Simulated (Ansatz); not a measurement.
**Ba (sc type): how the settings move a single-point run**

Aim: see which settings change the result for Ba (sc type), by how much, and at what cost.

Method: reference: DFT, PBE, all-electron PAW with datasets made for the crystal, scalar-relativistic, in Ansatz 0.2.0.

## Step 1: The system as given

The structure is cubic, space group Pm-3m (No. 221). Conventional cell: a = 4.015 Å, b = 4.015 Å, c = 4.015 Å, α = 90.00°, β = 90.00°, γ = 90.00°. Ba (site symmetry m-3m) is surrounded by 6 Ba at 4.01 Å.

Coordinates:

```
Ba
1.0
     4.01494    0.00000    0.00000
     0.00000    4.01494    0.00000
     0.00000    0.00000    4.01494
Ba
1
Direct
  0.00000 0.00000 0.00000
```

## Step 2: Reference

Input file input.yaml:

```yaml
crystal:
  lattice:
    - [4.0149363295, 0.0, 0.0]
    - [0.0, 4.0149363295, 0.0]
    - [0.0, 0.0, 4.0149363295]
  atoms:
    - { symbol: Ba, position: [0.0, 0.0, 0.0] }
kpoints:
  mp_grid: { grid: [13, 13, 13] }
scf:
  occupations: { method: fermi_dirac, width: 0.05 }
hamiltonian:
  xc: pbe
  pseudopotentials: { kind: all_electron, datasets: crystal }
output:
  forces: true
  stress: true
  eigenvalues: true
  efg: { contact_densities: true }
```

On the command line:

```bash
$ ansatz run input.yaml --threads 1 --pin off --max-ram 2048MiB --backend cpu --events-out ev --progress --plain --runs-dir out
```

## Step 3: Variant: mixing.algorithm msr1, mixing.beta 0.1, mixing.ndim 8

input.yaml, as its differences from that of step 2:

```diff
@@ -11,2 +11,3 @@
   occupations: { method: fermi_dirac, width: 0.05 }
+  mixing: { algorithm: msr1, beta: 0.1, ndim: 8 }
 hamiltonian:
```

Before running it: what results should come out? Wanted: for each run, ending; energy change; pressure; gap; force.

The runs gave:

| run | ending | energy change | pressure (GPa) | gap (eV) | force (eV/Å) | cycles | time |
| --- | --- | --- | --- | --- | --- | --- | --- |
| reference | converged | 0 | -0.3 | 0.06 | 0.00 | 7 | 6 s |
| 1: mixing.algorithm msr1, mixing.beta 0.1, mixing.ndim 8 | converged | 0.0 meV/atom | -0.3 | 0.06 | 0.00 | 8 | 6 s |

Residual by cycle in the longest SCF loop of each run; runs are numbered as in the table. The quantity is the density residual dr2, in eV.

| cycle | reference | run 1 |
| --- | --- | --- |
| 1 | 0.0556 | 0.0556 |
| 2 | 0.0283 | 0.0495 |
| 3 | 8.9e-4 | 0.002 |
| 4 | 7.7e-5 | 4.0e-4 |
| 5 | 2.2e-6 | 2.5e-5 |
| 6 | 4.3e-8 | 5.9e-7 |
| 7 | 1.5e-9 | 3.3e-8 |
| 8 | - | 9.2e-10 |

What this shows: The changed mixing doesn't alter the result here (within 0.5 meV/atom). Cost: 8 SCF cycles against 7. The gap of the reference lacks spin-orbit coupling, though the cell holds Ba.
